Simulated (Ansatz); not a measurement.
Runs of Ansatz 0.2.0 on CsPbCl3. It takes space group Pm-3m (No. 221, cubic). Conventional cell: a = 5.605 Å, b = 5.605 Å, c = 5.605 Å, α = 90.00°, β = 90.00°, γ = 90.00°. Around Pb (site symmetry m-3m) lie 6 Cl at 2.80 Å. Cs (site symmetry m-3m) is surrounded by 12 Cl at 3.96 Å. Cl (site symmetry 4/mmm) has 2 Pb at 2.80 Å as nearest neighbours. 

```csv
level,cutoff (eV),gap on the mesh (eV),pressure (GPa),relaxed volume (Å³/atom)
revPBE,420,3.25,0.0,(a)
r2SCAN,500,(b),0.0,36.46
PBEsol,420,(c),0.0,35.41
BLYP,420,3.21,0.0,39.87
RPBE,420,3.29,0.0,40.15
PBE,420,3.09,0.0,37.69
LDA,420,2.69,0.0,33.54
```

Alike in all rows: task relaxation of cell and atoms; potentials or basis Ansatz PAW; no spin polarisation; cell relaxed; k mesh 5 × 5 × 5; smearing fermi-dirac 0.05 eV.

Task: Estimate the missing entries.

Result: (a) 39.66; (b) 3.39; (c) 2.87.

Caveats: odd divisions of the mesh miss points on the zone boundary, where band edges often lie, so the gap on the mesh can be too wide; the plane-wave basis is chosen anew once the cell has moved, so the energies of steps on either side of that aren't comparable; spin-orbit coupling is left out, which as a rule narrows the gap of such compounds by several tenths of an eV; the PAW data sets come from PBE, with cores solved anew for the run's functional, which leaves a small shift of forces and pressure (some runs).

A k mesh can miss the band edges, and the runs leave out spin-orbit coupling on Cs, Pb.
